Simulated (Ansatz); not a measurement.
**W under pressure**

Theory: Ansatz 0.2.0, DFT PBE, scalar-relativistic, plane waves, PAW. (420 eV cutoff, 18×18×18 k-mesh, Gaussian smearing of 0.10 eV, no spin polarisation)

Reference structure (relaxed):

```yaml
crystal:
  lattice:
    - [-1.59178, 1.59178, 1.59178]
    - [1.59178, -1.59178, 1.59178]
    - [1.59178, 1.59178, -1.59178]
  atoms:
    - { symbol: W, position: [0.00000, 0.00000, 0.00000] }
```

Cell and atoms are relaxed at each pressure within the symmetry of the start, at zero temperature, so transitions that lower the symmetry aren't seen. The k-mesh given is that at zero pressure and may differ at others. a, b and c are the lengths of the cell vectors above.

Spin–orbit coupling is left out, which can shift energies with elements as heavy as these.

```tsv
P (GPa)	V (Å³/atom)	V/V0	a (Å)	b (Å)	c (Å)
-3	16.30	1.010	2.766	2.766	2.766
0	16.13	1.000	2.757	2.757	2.757
3	15.98	0.990	2.748	2.748	2.748
8	15.74	0.975	2.734	2.734	2.734
15	15.43	0.956	2.716	2.716	2.716
30	14.85	0.921	2.682	2.682	2.682
60	13.94	0.864	2.626	2.626	2.626
```

**Question.** What bulk modulus and pressure derivative fit these points?

**Answer.** A third-order Birch–Murnaghan fit gives B0 = 308 GPa and B0' = 3.9.